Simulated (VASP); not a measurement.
GaSb3: single point with PBE

The system is GaSb3.

```
CELL_PARAMETERS angstrom
0.00000 3.87642 3.87642
3.87642 0.00000 3.87642
3.87642 3.87642 0.00000
ATOMIC_POSITIONS crystal
Ga 0.00000 0.00000 0.00000
Sb 0.25000 0.25000 0.25000
Sb 0.75000 0.75000 0.75000
Sb 0.50000 0.50000 0.50000
```

The cell comes from a database or a generator and needn't be the stable form of this composition.

The cell isn't the ideal one: strained and moved within the space group.

| Quantity | Value |
| --- | --- |
| Program | VASP 6.6.1 |
| Task | single point |
| Functional | PBE |
| Potentials or basis | VASP PAW PBE potentials, release 64 (Ga_d, Sb) |
| Cutoff | 520 eV |
| k mesh | 10 × 10 × 10 |
| Occupations | gaussian, width 0.1 eV |
| Spin | no spin polarisation |

```json
{"Pressure": "-5.1 GPa", "Band gap on the k mesh": "none (metal or under the smearing width)"}
```

Levels at points of the mesh, in eV from the Fermi level:
```tsv
k point	band 11	band 12	band 13	band 14	band 15	band 16	band 17	band 18
(0.00, 0.00, 0.00)	-2.21	-2.21	-2.07	-2.07	-2.07	-0.48	-0.48	-0.48
(0.50, 0.00, 0.00)	-3.10	-2.21	-2.21	-0.59	-0.24	1.90	1.90	2.91
(0.50, 0.50, 0.00)	-4.53	0.26	0.51	0.91	0.91	1.72	1.74	1.74
```

Run time: 78 s on 1 thread of Intel(R) Xeon(R) 6975P-C (Granite Rapids) (shared host), peak memory 0.32 GiB.

The run has no spin-orbit coupling, so splittings on Sb are missing.
